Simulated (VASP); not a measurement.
Input of a VASP 6.6.1 run:

INCAR

```
  PREC = Accurate
  ENCUT = 600
  EDIFF = 1E-7
  ISMEAR = 0
  SIGMA = 0.03
  LREAL = F
  LASPH = T
  NELM = 80
  ALGO = Normal
  ISIF = 4
  LWAVE = F
  LCHARG = F
  IBRION = 2
  NSW = 40
  EDIFFG = -0.01
  KPAR = 2
```

Contents of KPOINTS:

```
Automatic mesh
0
Gamma
  7 7 7
```

The input POSCAR:

```
BaTiO3                                  
1.0
    2.8358847656      1.6372988328      2.3191082298
   -2.8358847656      1.6372988328      2.3191082298
    0.0000000000     -3.2745976656      2.3191082298
  Ba              Ti              O             
     1     1     3
Direct
     0.9996531987002086    0.9996531987002086    0.9996531987002086
     0.4905882828576651    0.4905882828576651    0.4905882828576651
     0.5080924305203212    0.5080924305203212    0.0127736574014818
     0.0127736574014818    0.5080924305203212    0.5080924305203212
     0.5080924305203212    0.0127736574014818    0.5080924305203212
```

Potentials or basis: VASP PAW LDA potentials, release 64 (Ba_sv, Ti_sv, O).

Launch:

```sh
$ cat potpaw_LDA.64/Ba_sv/POTCAR potpaw_LDA.64/Ti_sv/POTCAR potpaw_LDA.64/O/POTCAR > POTCAR
$ mpirun -np 2 vasp_std > vasp.out
```

(1) Estimate the energy gained by relaxing.

(2) Estimate the band gap on the k mesh.

Results:

(1) 3.1 meV/atom.

(2) 2.38 eV, indirect (least direct gap 2.74 eV).

Caveat: spin-orbit coupling is left out, which moves the levels of the heavy elements; an odd mesh through Γ misses points on the zone boundary, where band edges often lie.
